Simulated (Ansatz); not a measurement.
## How far is PAW off for Na?

```xyz
2
Lattice="3.7670 0.0000 0.0000 -1.8835 3.2623 0.0000 0.0000 0.0000 6.1540" Properties=species:S:1:pos:R:3 pbc="T T T"
Na    0.0000    2.1749    1.5385
Na    1.8835    1.0874    4.6155
```

Atoms are numbered in the order listed.

The conventional cell has a = 3.767 Å, b = 3.767 Å, c = 6.154 Å, α = 90.00°, β = 90.00°, γ = 120.00°. Na (atom 1) is surrounded by 12 Na at 3.77 Å.

The cell is a measured one (Crystallography Open Database entry 9011000); the temperature and pressure of the measurement aren't taken into account, and nothing was relaxed.

Levels of theory: DFT, LDA, PAW with Ansatz's default frozen-core files, scalar-relativistic (Ansatz 0.2.0); DFT, LDA, all-electron LAPW, scalar-relativistic (Ansatz 0.2.0).

For PAW: a Γ-centred 13×13×7 k mesh, Fermi–Dirac smearing of 0.05 eV, cutoff 420 eV, no spin polarisation; the PAW files were made with PBE, and the program remakes their frozen cores for this functional. LAPW targets a basis error of 0.25 meV/atom. The Ansatz runs share mesh, smearing and spin set-up. Plane-wave (PAW) pressures include the program's estimate of the Pulay term.

Stress and pressure are positive in compression.

Levels count from the Fermi level.

PAW results:

```json
{"quantity": "pressure (GPa)", "PAW": "-0.90"}
{"quantity": "stress xx (GPa)", "PAW": "-0.93"}
{"quantity": "stress zz (GPa)", "PAW": "-0.82"}
{"quantity": "highest filled level at Γ (eV)", "PAW": "-3.230"}
{"quantity": "lowest empty level at Γ (eV)", "PAW": "0.587"}
{"quantity": "highest filled level at A (eV)", "PAW": "-2.214"}
{"quantity": "lowest empty level at A (eV)", "PAW": "5.445"}
{"quantity": "highest filled level at M (eV)", "PAW": "-24.975"}
{"quantity": "lowest empty level at M (eV)", "PAW": "0.270"}
```

(1) What does all-electron LAPW give for the same quantities?

Results:

(1) 
| quantity | LAPW |
| --- | --- |
| pressure (GPa) | -0.90 |
| stress xx (GPa) | -0.94 |
| stress zz (GPa) | -0.82 |
| highest filled level at Γ (eV) | -3.229 |
| lowest empty level at Γ (eV) | 0.586 |
| highest filled level at A (eV) | -2.214 |
| lowest empty level at A (eV) | 5.443 |
| highest filled level at M (eV) | -24.968 |
| lowest empty level at M (eV) | 0.270 |
